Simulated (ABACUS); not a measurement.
# Mo (Im-3m) in ABACUS: relaxation of cell and atoms with HLE16

Aim: the relaxation of cell and atoms of Mo with HLE16.

Program: ABACUS 3.10.1. These are calculated values, not measurements. Logs are shortened: lines on timing, memory, paths and dates and some standing lists are left out, and cuts for length are marked.

### Step 1. The crystal as given

The structure is cubic, space group Im-3m (No. 229). Conventional cell: a = 3.168 Å, b = 3.168 Å, c = 3.168 Å, α = 90.00°, β = 90.00°, γ = 90.00°. Around Mo (site symmetry m-3m) lie 8 Mo at 2.74 Å.

### Step 2. Relaxation of cell and atoms, HLE16

Contents of INPUT:

```
INPUT_PARAMETERS
suffix              Mo
calculation         cell-relax
basis_type          pw
pseudo_dir          ./
symmetry            1
dft_functional      GGA_XC_HLE16
ecutwfc             40
pseudo_rcut         10
nspin               1
nbands              11
ks_solver           dav
smearing_method     fd
smearing_sigma      0.00367493
scf_thr             1e-08
scf_nmax            100
mixing_type         broyden
mixing_beta         0.7
cal_force           1
cal_stress          1
ecutrho             320
relax_nmax          40
force_thr_ev        0.005
relax_method        cg
out_stru            1
stress_thr          1
kpar                4
```

Contents of STRU:

```
ATOMIC_SPECIES
Mo 95.9500 mo_pbe_v1.uspp.F.UPF

LATTICE_CONSTANT
1.8897261246

LATTICE_VECTORS
-1.5838089719 1.5838089719 1.5838089719
1.5838089719 -1.5838089719 1.5838089719
1.5838089719 1.5838089719 -1.5838089719

ATOMIC_POSITIONS
Direct

Mo
0.0
1
0.0000000000 0.0000000000 0.0000000000 1 1 1
```

Contents of KPT:

```
K_POINTS
0
Gamma
10 10 10 0 0 0
```

Potentials or basis: GBRV ultrasoft 1.5 PBE, plane waves.

Started as:

```
> OMP_NUM_THREADS=1 mpirun -np 4 abacus > log
```

running log:

```text
ABACUS v3.10.1

               Atomic-orbital Based Ab-initio Computation at UStc

 ------------------------------------------------------------------------------------

 READING GENERAL INFORMATION
                           global_out_dir = OUT.Mo/
                           global_in_card = INPUT
                               pseudo_dir = ./
                              orbital_dir =
                                    DSIZE = 4
                                    GSIZE = 1

 READING UNITCELL INFORMATION
                                    ntype = 1
                  lattice constant (Bohr) = 1.88973
              lattice constant (Angstrom) = 1

 READING ATOM TYPE 1
                               atom label = Mo
                      L=0, number of zeta = 1
                      L=1, number of zeta = 1
                      L=2, number of zeta = 1
             number of atom for this type = 1

                        TOTAL ATOM NUMBER = 1
DIRECT COORDINATES
    atom                   x                   y                   z     mag                  vx                  vy                  vz
taud_Mo1            0.0000000000        0.0000000000        0.0000000000  0.0000        0.0000000000        0.0000000000        0.0000000000

                          Volume (Bohr^3) = 107.242
                             Volume (A^3) = 15.8916

 Lattice vectors: (Cartesian coordinate: in unit of a_0)
             -1.58381            +1.58381            +1.58381
             +1.58381            -1.58381            +1.58381
             +1.58381            +1.58381            -1.58381
 Reciprocal vectors: (Cartesian coordinate: in unit of 2 pi/a_0)
                   +0           +0.315695           +0.315695
            +0.315695                  +0           +0.315695
            +0.315695           +0.315695                  +0
 The esolver type has been set to : ksdft_pw

                PAO radial cut off (Bohr) = 10

 Read in pseudopotential file is mo_pbe_v1.uspp.F.UPF
                     pseudopotential type = US
          exchange-correlation functional = PBE
                 nonlocal core correction = 1
                        valence electrons = 14
                                     lmax = 2
                           number of zeta = 5
                     number of projectors = 6
                           L of projector = 0
                           L of projector = 0
                           L of projector = 1
                           L of projector = 1
                           L of projector = 2
                           L of projector = 2
 XC functional updated to : GGA_XC_HLE16
          exchange-correlation functional = GGA_XC_HLE16
     initial pseudo atomic orbital number = 13

 SETUP THE ELECTRONS NUMBER
            electron number of element Mo = 14
      total electron number of element Mo = 14
            AUTOSET number of electrons:  = 14
                           occupied bands = 7
                                   NBANDS = 11
                                   NLOCAL = 9

%%%%%%%%%%%%%%%%%%%%%%%%%%%%%%%%%%%%%%%%%%%%%%%%%%%%%%%%%%%%%%%%%%%%%%%%%%%%%%%%%%%%%%%%%%%%%%%%%%%%%%%%%%
 Warning: the number of valence electrons in pseudopotential > 6 for Mo: [Kr] 4d5 5s1
[... 67 lines left out ...]
                                    ibrav = 2
                                    IBRAV = 2
                                  BRAVAIS = BODY CENTERED CUBIC
                       LATTICE CONSTANT A = 3.16762
Original cell was already a primitive cell.
                        ROTATION MATRICES = 48
              PURE POINT GROUP OPERATIONS = 48
                   SPACE GROUP OPERATIONS = 48
                              POINT GROUP = O_h
               POINT GROUP IN SPACE GROUP = O_h

 SETUP K-POINTS
                                    nspin = 1
                   Input type of k points = Monkhorst-Pack(Gamma)
                                   nkstot = 1000
                       right hand lattice = 1
(for reciprocal lattice: )
                             BRAVAIS TYPE = 3
                     BRAVAIS LATTICE NAME = 03. Cubic F (face-centered)
                                    ibrav = 3
                       right hand lattice = 1
(for k-lattice: )
                             BRAVAIS TYPE = 3
                     BRAVAIS LATTICE NAME = 03. Cubic F (face-centered)
                                    ibrav = 3
                       right hand lattice = 1
                        ROTATION MATRICES = 48
                               nkstot_ibz = 47
K-POINTS REDUCTION ACCORDING TO SYMMETRY
     IBZ    DIRECT_X    DIRECT_Y    DIRECT_Z  WEIGHT  ibz2bz
       1  0.00000000  0.00000000  0.00000000  0.0010       0
       2 -0.10000000  0.10000000  0.00000000  0.0120       1
       3 -0.20000000  0.20000000  0.00000000  0.0120       2
       4 -0.30000000  0.30000000  0.00000000  0.0120       3
       5 -0.40000000  0.40000000  0.00000000  0.0120       4
       6  0.50000000  0.50000000  0.00000000  0.0060       5
[... 22 lines left out ...]
      29  0.50000000  0.40000000  0.20000000  0.0480     156
      30  0.50000000  0.30000000  0.30000000  0.0240     157
[... 17 further k points ...]

                               nkstot now = 47
[... K-POINTS DIRECT COORDINATES: 47 rows ...]

           k-point number in this process = 12
       minimum distributed K point number = 11
[... stars of the k points ...]

[... K-POINTS CARTESIAN COORDINATES: 12 rows ...]

[... K-POINTS DIRECT COORDINATES: 12 rows ...]

 SETUP PLANE WAVES FOR WAVE FUNCTIONS
     energy cutoff for wavefunc (unit:Ry) = 40
              fft grid for wave functions = [ 24, 24, 24 ]
                    number of plane waves = 791
                         number of sticks = 117

 PARALLEL PW FOR WAVE FUNCTIONS
     PROC   COLUMNS(POT)             PW
        1            117            791
 --------------- sum -------------------
        1            117            791

 SETUP NONLOCAL PSEUDOPOTENTIALS IN PLANE WAVE BASIS
 Mo non-local projectors:
 projector 1 L=0
 projector 2 L=0
 projector 3 L=1
 projector 4 L=1
 projector 5 L=2
 projector 6 L=2
      TOTAL NUMBER OF NONLOCAL PROJECTORS = 18

 Init Non-Local PseudoPotential table :
 Init Non-Local-Pseudopotential done.

                                     npwx = 464

 Make real space PAO into reciprocal space.
       max mesh points in Pseudopotential = 711
     dq(describe PAO in reciprocal space) = 0.01
                                    max q = 1272

 number of pseudo atomic orbitals for Mo is 5
WARNING: norm of atomic wavefunction # 3 of atomic type Mo is 0.999994, renormalized
WARNING: norm of atomic wavefunction # 4 of atomic type Mo is 0.999746, renormalized
WARNING: norm of atomic wavefunction # 5 of atomic type Mo is 0.988774, renormalized

 -------------------------------------------
 STEP OF RELAXATION : 1
 -------------------------------------------
                                 init_chg = atomic

 PW ALGORITHM --------------- ION=   1  ELEC=   1--------------------------------

 Notice: Threshold on eigenvalues was too large.
 hsover_error=0.14 > DRHO=0.0195836
 Origin diag ethr = 0.01
 New diag ethr = 0.000139883
[... 372 lines left out ...]
 Largest gradient in stress is 128.433619 kbar.
 Threshold is 1.000000 kbar.

 Relaxation is not converged yet!
Too many Brent steps, let's do next CG step
DIRECT COORDINATES
    atom                   x                   y                   z     mag                  vx                  vy                  vz
taud_Mo1            0.0000000000        0.0000000000        0.0000000000  0.0000        0.0000000000        0.0000000000        0.0000000000

                          Volume (Bohr^3) = 64.034636
                             Volume (A^3) = 9.488943
[... 423 lines left out ...]
 Largest gradient in stress is 0.738937 kbar.
 Threshold is 1.000000 kbar.

 Relaxation is converged!

 --------------------------------------------
 !FINAL_ETOT_IS -1957.9651389488683435 eV
 --------------------------------------------
```

Run time: 28 s. Hardware: 4 MPI ranks of Intel Xeon Platinum 8488C (Sapphire Rapids), shared host; peak memory 0.36 GiB.

Results:

- Free energy: -1957.9651 eV
- Relaxed volume: 12.72 Å³/atom
- Relaxed cell: a = 2.547 Å, b = 2.547 Å, c = 2.547 Å, α = 109.47°, β = 109.47°, γ = 109.47°
- Space group after relaxing (to 0.05 Å): Im-3m (No. 229)
- Energy gained by relaxing: 627.4 meV/atom
- Ionic steps: 8
- Pressure after relaxing: 0.1 GPa
- Band gap on the k mesh: none (metal or under the smearing width)

Step by step:
| step | energy change (eV) | largest force (eV/Å) | pressure (GPa) | volume (Å³) |
| --- | --- | --- | --- | --- |
| 1 | 0.0000 | 0.0000 | -51.57 | 15.89 |
| 2 | 9.4739 | 0.0000 | 873.13 | 6.55 |
| 3 | -0.5558 | 0.0000 | -23.12 | 13.66 |
| 4 | -0.6080 | 0.0000 | -12.84 | 13.20 |
| 5 | 0.9581 | 0.0000 | 196.78 | 9.49 |
| 6 | -0.6273 | 0.0000 | -0.88 | 12.76 |
| 7 | -0.6274 | 0.0000 | 0.12 | 12.72 |
| 8 | -0.6274 | 0.0000 | 0.07 | 12.72 |

Final structure:
```yaml
crystal:
  lattice:
    - [-1.47068, 1.47068, 1.47068]
    - [1.47068, -1.47068, 1.47068]
    - [1.47068, 1.47068, -1.47068]
  atoms:
    - { symbol: Mo, position: [0.00000, 0.00000, 0.00000] }
```

Caveat: the volume moved by over 15 % at a fixed basis, so the end points are rough; the potentials were made for a functional far from this one; the potentials were made for another functional, which shifts forces and pressure.
